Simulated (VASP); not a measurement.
**Relaxed cell of ZnSe (Stilleite): a test of cutoff and mesh**

How far does the relaxed cell of ZnSe (Stilleite) depend on cutoff and k mesh? The starting structure is a measured crystal structure from the Crystallography Open Database. The first relaxation on each setting starts from this cell expanded by 3 % in volume.

Calculated with VASP 6.6.1; Kohn-Sham DFT with plane waves and PAW; PBEsol.

### Step 1. Starting point

Symmetry: F-43m, No. 216, cubic system. Conventional cell: a = 5.668 Å, b = 5.668 Å, c = 5.668 Å, α = 90.00°, β = 90.00°, γ = 90.00°. Nearest to Se lie 4 Zn at 2.45 Å. Zn has 4 Se at 2.45 Å nearest. Farther neighbours and most contacts between anions are not listed.

### Step 2. Reference relaxation

This run starts from the cell of an earlier relaxation, which isn't shown; the restart sets up the plane waves anew.

Contents of INCAR:

```
SYSTEM = ZnSe
PREC = Accurate
ENCUT = 450
EDIFF = 1E-06
NELM = 100
ISMEAR = 0
SIGMA = 0.03
LREAL = .FALSE.
ALGO = Normal
GGA = PS
NBANDS = 15
LORBIT = 11
LWAVE = .FALSE.
LCHARG = .FALSE.
KPAR = 8
IBRION = 2
NSW = 50
ISIF = 3
EDIFFG = -0.006
```

Contents of POSCAR:

```
ZnSe
1.0
    0.0000000000      2.8202244506      2.8202244506
    2.8202244506      0.0000000000      2.8202244506
    2.8202244506      2.8202244506      0.0000000000
Se Zn
1 1
Direct
    0.7500000000      0.7500000000      0.7500000000
    0.0000000000      0.0000000000      0.0000000000
```

Contents of KPOINTS:

```
Automatic mesh
0
Gamma
6 6 6
0 0 0
```

Potentials, in the order of the species: Se and Zn (PBE family, release 64).

On the command line:

```sh
mpirun -np 8 vasp_std
```

What it wrote:

```text
[banner, memory and clock lines left out]
running    8 mpi-ranks, on    1 nodes
 distrk:  each k-point on    1 cores,    8 groups
 distr:  one band on    1 cores,    1 groups

 POSCAR found type information on POSCAR SeZn
 POSCAR found :  2 types and       2 ions
|                                                                             |
|           W    W    AA    RRRRR   N    N  II  N    N   GGGG   !!!           |
|           W    W   A  A   R    R  NN   N  II  NN   N  G    G  !!!           |
|           W    W  A    A  R    R  N N  N  II  N N  N  G       !!!           |
|           W WW W  AAAAAA  RRRRR   N  N N  II  N  N N  G  GGG   !            |
|           WW  WW  A    A  R   R   N   NN  II  N   NN  G    G                |
|           W    W  A    A  R    R  N    N  II  N    N   GGGG   !!!           |
|                                                                             |
|     For optimal performance we recommend to set                             |
|       NCORE = 2 up to number-of-cores-per-socket                            |
|     NCORE specifies how many cores store one orbital (NPAR=cpu/NCORE).      |
|     This setting can greatly improve the performance of VASP for DFT.       |
|     The default, NCORE=1 might be grossly inefficient on modern             |
|     multi-core architectures or massively parallel machines. Do your        |
|     Unfortunately you need to use the default for GW and RPA                |
|     calculations (for HF NCORE is supported but not extensively tested      |
|     yet).                                                                   |
|                                                                             |

|                                                                             |
|               ----> ADVICE to this user running VASP <----                  |
|                                                                             |
|     You enforced a specific xc type in the INCAR file but a different       |
|     [... a line on the potential file left out ...]
|     I HOPE YOU KNOW WHAT YOU ARE DOING!                                     |
|                                                                             |

 LDA part: xc-table for (Slater+PW92), standard interpolation
 POSCAR, INCAR and KPOINTS ok, starting setup
 FFT: planning ... GRIDC
 FFT: planning ... GRID_SOFT
 FFT: planning ... GRID
 WAVECAR not read
 entering main loop
       N       E                     dE             d eps       ncg     rms          rms(c)
DAV:   1     0.798837312283E+02    0.79884E+02   -0.82457E+03   480   0.127E+03
DAV:   2    -0.201242342947E+01   -0.81896E+02   -0.77542E+02   515   0.237E+02
DAV:   3    -0.703270951956E+01   -0.50203E+01   -0.49990E+01   613   0.609E+01
DAV:   4    -0.707330488899E+01   -0.40595E-01   -0.40589E-01   536   0.564E+00
DAV:   5    -0.707350944762E+01   -0.20456E-03   -0.20456E-03   641   0.376E-01    0.479E+00
DAV:   6    -0.678649131990E+01    0.28702E+00   -0.66776E-01   600   0.290E+01    0.372E+00
DAV:   7    -0.676765723852E+01    0.18834E-01   -0.18176E-01   515   0.413E+00    0.162E+00
DAV:   8    -0.676518930075E+01    0.24679E-02   -0.41047E-03   618   0.673E-01    0.440E-01
DAV:   9    -0.676498611616E+01    0.20318E-03   -0.82800E-04   571   0.331E-01    0.667E-02
DAV:  10    -0.676504270103E+01   -0.56585E-04   -0.20978E-04   587   0.186E-01    0.233E-02
DAV:  11    -0.676503259960E+01    0.10101E-04   -0.35902E-05   682   0.892E-02    0.414E-03
DAV:  12    -0.676503285641E+01   -0.25681E-06   -0.62620E-06   550   0.178E-02
   1 F= -.67650329E+01 E0= -.67650329E+01  d E =-.676503E+01
 curvature:   0.00 expect dE= 0.000E+00 dE for cont linesearch  0.000E+00
 trial: gam= 0.00000 g(F)=  0.781E-45 g(S)=  0.492E-05 ort = 0.000E+00 (trialstep = 0.100E+01)
 search vector abs. value=  0.492E-05
 reached required accuracy - stopping structural energy minimisation
```

Elapsed: 1.8 s, on 8 MPI ranks of Intel Xeon 6975P-C (Granite Rapids), shared host; peak memory 1.2 GiB.

Lines that name or quote the potential files are left out of all logs, and their timing lines are given in words.

OUTCAR, selected parts (step 2):

```text
ion  position               nearest neighbor table
   1  0.750  0.750  0.750-   2 2.44   2 2.44   2 2.44   2 2.44
   2  0.000  0.000  0.000-   1 2.44   1 2.44   1 2.44   1 2.44

  LATTYP: Found a face centered cubic cell.
 ALAT       =     5.6404489012

 Subroutine GETGRP returns: Found 24 space group operations
 (whereof 24 operations were pure point group operations)

The static configuration has the point symmetry T_d .

 Found     16 irreducible k-points:

   k-points           NKPTS =     16   k-points in BZ     NKDIM =     16   number of bands    NBANDS=     15

   dimension x,y,z NGX =    28 NGY =   28 NGZ =   28
   dimension x,y,z NGXF=    56 NGYF=   56 NGZF=   56

   ENCUT  =  450.0 eV  33.07 Ry    5.75 a.u.   6.90  6.90  6.90*2*pi/ulx,y,z

   NELECT =      18.0000    total number of electrons

 k-points in reciprocal lattice and weights: Automatic mesh
   0.00000000  0.00000000  0.00000000       0.005
   0.16666667  0.00000000  0.00000000       0.037
   0.33333333  0.00000000  0.00000000       0.037
   0.50000000  0.00000000  0.00000000       0.019
   0.16666667  0.16666667  0.00000000       0.028
   0.33333333  0.16666667  0.00000000       0.111
   0.50000000  0.16666667  0.00000000       0.111
  -0.33333333  0.16666667  0.00000000       0.111
  -0.16666667  0.16666667  0.00000000       0.056
[...]
-0.33333333  0.33333333  0.16666667       0.111
  -0.33333333  0.50000000  0.16666667       0.056

 average (electrostatic) potential at core
       1 -55.8336       2 -36.8434

 E-fermi :   1.8253

 k-point     1 :       0.0000    0.0000    0.0000
  band No.  band energies     occupation
    ...
      5      -4.6141      2.00000
      6      -4.6141      2.00000
      7       1.6169      2.00000
      8       1.6169      2.00000
      9       1.6169      2.00000
     10       2.8418      0.00000
     11       7.3391      0.00000
     12       7.3391      0.00000
     13       7.3391      0.00000
     14      11.4070      0.00000
    ...

 k-point     2 :       0.1667    0.0000    0.0000
  band No.  band energies     occupation
    ...
      5      -4.6160      2.00000
      6      -4.6160      2.00000
      7      -0.3446      2.00000
      8       1.3541      2.00000
      9       1.3541      2.00000
     10       4.1244      0.00000
     11       7.4101      0.00000
     12       7.7515      0.00000
     13       7.7515      0.00000
     14      12.0144      0.00000
    ...

 k-point     3 :       0.3333    0.0000    0.0000
  band No.  band energies     occupation
    ...
      5      -4.6074      2.00000
      6      -4.6074      2.00000
      7      -2.5417      2.00000
      8       0.9122      2.00000
      9       0.9122      2.00000
     10       4.2255      0.00000
     11       8.0168      0.00000
     12       8.0168      0.00000
     13       9.1222      0.00000
     14      11.8767      0.00000
    ...

  Total       -0.0082471     -0.0082471     -0.0082471      0.0000000      0.0000000      0.0000000
  in kB       -0.2945309     -0.2945309     -0.2945309      0.0000000      0.0000000      0.0000000
  external PRESSURE =      -0.2945309 kB  Pullay stress =       0.0000000 kB

  energy-cutoff  :      450.00
  volume of cell :       44.86
      direct lattice vectors                 reciprocal lattice vectors
     0.000000000  2.820224451  2.820224451    -0.177290854  0.177290854  0.177290854
     2.820224451  0.000000000  2.820224451     0.177290854 -0.177290854  0.177290854
     2.820224451  2.820224451  0.000000000     0.177290854  0.177290854 -0.177290854

 POSITION                                       TOTAL-FORCE (eV/Angst)
 -----------------------------------------------------------------------------------
      4.23034      4.23034      4.23034        -0.000000     -0.000000     -0.000000
      0.00000      0.00000      0.00000         0.000000      0.000000      0.000000
 -----------------------------------------------------------------------------------
    total drift:                               -0.000001     -0.000001     -0.000001

  FREE ENERGIE OF THE ION-ELECTRON SYSTEM (eV)
  ---------------------------------------------------
  free  energy   TOTEN  =        -6.7650328564 eV

  energy  without entropy=       -6.7650328564  energy(sigma->0) =       -6.76503286

 reached required accuracy - stopping structural energy minimisation

 total charge
# of ion       s       p       d       tot
------------------------------------------
    1        1.437   2.422   0.032   3.890
    2        0.540   0.462   9.786  10.788
--------------------------------------------------
tot          1.977   2.884   9.817  14.678

[... 3 further parts left out ...]
```

The PAW data sets were made with PBE, which is usual practice but a small mismatch for other functionals. The run keeps the 24 symmetry operations of its start, so it cannot find a distortion of lower symmetry.

The reference relaxation ends at 22.431 Å³ an atom. Pressures at 0.985 and 1.015 times this volume, from two more relaxations that aren't shown, give a bulk modulus of 65.3 GPa.

### Step 3. Relaxation with a cutoff of 280 eV

Against step 2 the input has ENCUT = 280. This run starts from the cell of an earlier relaxation, which isn't shown; the restart sets up the plane waves anew.

INCAR, as its differences from that of step 2:

```diff
@@ -2,3 +2,3 @@
 PREC = Accurate
-ENCUT = 450
+ENCUT = 280
 EDIFF = 1E-06
```

Contents of POSCAR:

```
ZnSe
1.0
    0.0000000000      2.8179453241      2.8179453241
    2.8179453241      0.0000000000      2.8179453241
    2.8179453241      2.8179453241      0.0000000000
Se Zn
1 1
Direct
    0.7500000000      0.7500000000      0.7500000000
    0.0000000000      0.0000000000      0.0000000000
```

KPOINTS is that of step 2.

On the command line:

```sh
mpirun -np 8 vasp_std
```

What it wrote:

```text
[banner, memory and clock lines left out]
running    8 mpi-ranks, on    1 nodes
[...]
[... a notice as in an earlier step ...]

 [... a notice as in an earlier step ...]

 LDA part: xc-table for (Slater+PW92), standard interpolation
 POSCAR, INCAR and KPOINTS ok, starting setup
[...]
entering main loop
       N       E                     dE             d eps       ncg     rms          rms(c)
DAV:   1     0.646735691597E+02    0.64674E+02   -0.62153E+03   480   0.864E+02
DAV:   2    -0.380541933335E+01   -0.68479E+02   -0.65499E+02   529   0.195E+02
DAV:   3    -0.704766478048E+01   -0.32422E+01   -0.32324E+01   578   0.462E+01
DAV:   4    -0.706625196046E+01   -0.18587E-01   -0.18586E-01   578   0.375E+00
[...]
DAV:  10    -0.675938104262E+01   -0.52461E-04   -0.17910E-04   551   0.134E-01    0.206E-02
DAV:  11    -0.675937411927E+01    0.69233E-05   -0.28028E-05   614   0.651E-02    0.511E-03
DAV:  12    -0.675937430339E+01   -0.18412E-06   -0.51052E-06   550   0.141E-02
[...]
DAV:   4    -0.675946875334E+01    0.12204E-03   -0.78534E-05   592   0.107E-01    0.344E-02
DAV:   5    -0.675945250957E+01    0.16244E-04   -0.17223E-05   675   0.660E-02    0.281E-03
DAV:   6    -0.675945256692E+01   -0.57350E-07   -0.41651E-06   452   0.221E-02
   2 F= -.67594526E+01 E0= -.67594526E+01  d E =-.782635E-04
 trial-energy change:   -0.000078  1 .order   -0.000107   -0.000357    0.000142
 step:   0.6337(harm=  0.7150)  dis= 0.00000  next Energy=    -6.759480 (dE=-0.106E-03)
[...]
N       E                     dE             d eps       ncg     rms          rms(c)
DAV:   1    -0.676015387817E+01   -0.70137E-03   -0.76540E-03   585   0.166E+00    0.180E-01
DAV:   2    -0.675957141652E+01    0.58246E-03   -0.17136E-03   592   0.104E+00    0.655E-02
DAV:   3    -0.675950241823E+01    0.68998E-04   -0.58165E-05   501   0.564E-02    0.315E-02
DAV:   4    -0.675948667511E+01    0.15743E-04   -0.96301E-06   564   0.360E-02    0.125E-02
DAV:   5    -0.675948488360E+01    0.17915E-05   -0.19503E-06   417   0.237E-02    0.101E-03
DAV:   6    -0.675948498282E+01   -0.99215E-07   -0.79075E-07   264   0.102E-02
   3 F= -.67594850E+01 E0= -.67594850E+01  d E =-.110679E-03
[...]
reached required accuracy - stopping structural energy minimisation
```

Elapsed: 2 s, on 8 MPI ranks; peak memory 1.1 GiB; 12 s of CPU time.

From OUTCAR (step 3):

```text
  Total        0.0050541      0.0050541      0.0050541     -0.0000000      0.0000000      0.0000000
  in kB        0.1815203      0.1815203      0.1815203     -0.0000000      0.0000000      0.0000000
  external PRESSURE =       0.1815203 kB  Pullay stress =       0.0000000 kB

 POSITION                                       TOTAL-FORCE (eV/Angst)
 -----------------------------------------------------------------------------------
      4.22238      4.22238      4.22238         0.000000      0.000000      0.000000
      0.00000      0.00000      0.00000        -0.000000     -0.000000     -0.000000
 -----------------------------------------------------------------------------------
    total drift:                                0.000001      0.000001      0.000001

  FREE ENERGIE OF THE ION-ELECTRON SYSTEM (eV)
  ---------------------------------------------------
  free  energy   TOTEN  =        -6.7594849828 eV

  energy  without entropy=       -6.7594849828  energy(sigma->0) =       -6.75948498

[... 2 parts as in an earlier step ...]

[... 2 further parts left out ...]
[key lines of the parts left out:]
E-fermi :   1.8658
```

With a cutoff of 280 eV the cell ends at 22.305 Å³ an atom, -0.56 % from the reference; the bulk modulus is 67.2 GPa against 65.3 GPa.

### Step 4. Relaxation with a 4×4×4 mesh

Against step 2 the input has a 4×4×4 mesh. This run starts from the cell of an earlier relaxation, which isn't shown; the restart sets up the plane waves anew.

INCAR, as its differences from that of step 3:

```diff
@@ -2,3 +2,3 @@
 PREC = Accurate
-ENCUT = 280
+ENCUT = 450
 EDIFF = 1E-06
```

Contents of POSCAR:

```
ZnSe
1.0
    0.0000000000      2.8259551819      2.8259551819
    2.8259551819      0.0000000000      2.8259551819
    2.8259551819      2.8259551819      0.0000000000
Se Zn
1 1
Direct
    0.7500000000      0.7500000000      0.7500000000
    0.0000000000      0.0000000000      0.0000000000
```

Contents of KPOINTS:

```
Automatic mesh
0
Gamma
4 4 4
0 0 0
```

On the command line:

```sh
mpirun -np 8 vasp_std
```

What it wrote:

```text
[... set-up lines as in an earlier step ...]
 entering main loop
       N       E                     dE             d eps       ncg     rms          rms(c)
DAV:   1     0.832406781544E+02    0.83241E+02   -0.78760E+03   240   0.120E+03
DAV:   2    -0.173900071272E+01   -0.84980E+02   -0.80334E+02   261   0.251E+02
DAV:   3    -0.698013239440E+01   -0.52411E+01   -0.52230E+01   289   0.622E+01
DAV:   4    -0.702171675587E+01   -0.41584E-01   -0.41579E-01   296   0.615E+00
[...]
DAV:  10    -0.669821131535E+01   -0.66954E-04   -0.21388E-04   292   0.189E-01    0.222E-02
DAV:  11    -0.669820258823E+01    0.87271E-05   -0.37992E-05   345   0.911E-02    0.447E-03
DAV:  12    -0.669820288450E+01   -0.29626E-06   -0.68850E-06   275   0.185E-02
   1 F= -.66982029E+01 E0= -.66982029E+01  d E =-.669820E+01
[...]
N       E                     dE             d eps       ncg     rms          rms(c)
DAV:   1    -0.669879559628E+01   -0.59301E-03   -0.67934E-03   296   0.164E+00    0.170E-01
DAV:   2    -0.669829283914E+01    0.50276E-03   -0.16052E-03   296   0.108E+00    0.619E-02
DAV:   3    -0.669823336010E+01    0.59479E-04   -0.59812E-05   283   0.763E-02    0.296E-02
DAV:   4    -0.669821843071E+01    0.14929E-04   -0.99337E-06   282   0.386E-02    0.117E-02
DAV:   5    -0.669821660444E+01    0.18263E-05   -0.17872E-06   222   0.249E-02    0.917E-04
DAV:   6    -0.669821664220E+01   -0.37765E-07   -0.82497E-07   135   0.116E-02
   2 F= -.66982166E+01 E0= -.66982166E+01  d E =-.137577E-04
 trial-energy change:   -0.000014  1 .order   -0.000019   -0.000042    0.000005
 step:   0.7953(harm=  0.8958)  dis= 0.00000  next Energy=    -6.698217 (dE=-0.143E-04)
 reached required accuracy - stopping structural energy minimisation
```

The job ended after 2.2 s (8 MPI ranks; peak memory 1.2 GiB; 14 s of CPU time).

Parts of OUTCAR (step 4):

```text
  Total        0.0028041      0.0028041      0.0028041      0.0000000      0.0000000     -0.0000000
  in kB        0.0997086      0.0997086      0.0997086      0.0000000      0.0000000     -0.0000000
  external PRESSURE =       0.0997086 kB  Pullay stress =       0.0000000 kB

 POSITION                                       TOTAL-FORCE (eV/Angst)
 -----------------------------------------------------------------------------------
      4.23647      4.23647      4.23647        -0.000000     -0.000000     -0.000000
      0.00000      0.00000      0.00000         0.000000      0.000000      0.000000
 -----------------------------------------------------------------------------------
    total drift:                               -0.000001     -0.000001     -0.000001

  FREE ENERGIE OF THE ION-ELECTRON SYSTEM (eV)
  ---------------------------------------------------
  free  energy   TOTEN  =        -6.6982166422 eV

  energy  without entropy=       -6.6982166422  energy(sigma->0) =       -6.69821664

[... 1 part as in an earlier step ...]

[... 3 further parts left out ...]
[key lines of the parts left out:]
E-fermi :   1.8202
```

With a 4×4×4 mesh the cell ends at 22.529 Å³ an atom, +0.44 % from the reference; the bulk modulus is 65.3 GPa against 65.3 GPa.

[end of part 1 of 2]

[Lines on the potential files, build, host, timing and source positions are cut from VASP's logs without a mark.]

[Logs are printed without paths, hosts, clocks, repeated set-up lines and the standing remarks that a program may print on its own settings, such as how far it seeks lower states.]

[Hosts, paths, dates, database ids (printed as entryN), source tags and the programs' standing remarks are cut or masked in the printed files.]
